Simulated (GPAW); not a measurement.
The system is AlN.

```
CELL_PARAMETERS angstrom
3.31212 0.00000 0.00000
-1.65606 2.86838 0.00000
0.00000 0.00000 4.18756
ATOMIC_POSITIONS crystal
Al 0.66667 0.33333 0.25000
Al 0.33333 0.66667 0.75000
N 0.66667 0.33333 0.75000
N 0.33333 0.66667 0.25000
```

Measurements of this composition are mostly on another form, of space group No. 186.

Base run:

| Item | Value |
| --- | --- |
| Program | GPAW 26.7.0 |
| Functional | PBE |
| Potentials or basis | GPAW PAW data sets (gpaw-data 1.2.1) |
| Cutoff | 800 eV |
| Basis | pw |
| k mesh | 9 × 9 × 7 |
| Occupations | fermi-dirac, width 0.05 eV |
| Spin | no spin polarisation |

Its results: band gap on the k mesh 3.27 eV, direct; pressure 1.2 GPa.

Q: The run is repeated on the same cell with these changes: functional from PBE to r2SCAN; k mesh from 9 × 9 × 7 to 8 × 8 × 5. What comes out?

A: Band gap on the k mesh 3.87 eV, direct; pressure -4.2 GPa.

Several settings changed at once, so the effect can't be laid on one alone.

Caveats: an odd mesh through Γ misses points on the zone boundary, where band edges often lie (some runs); the PAW data sets were made with another functional, which shifts forces and pressure a little (some runs).
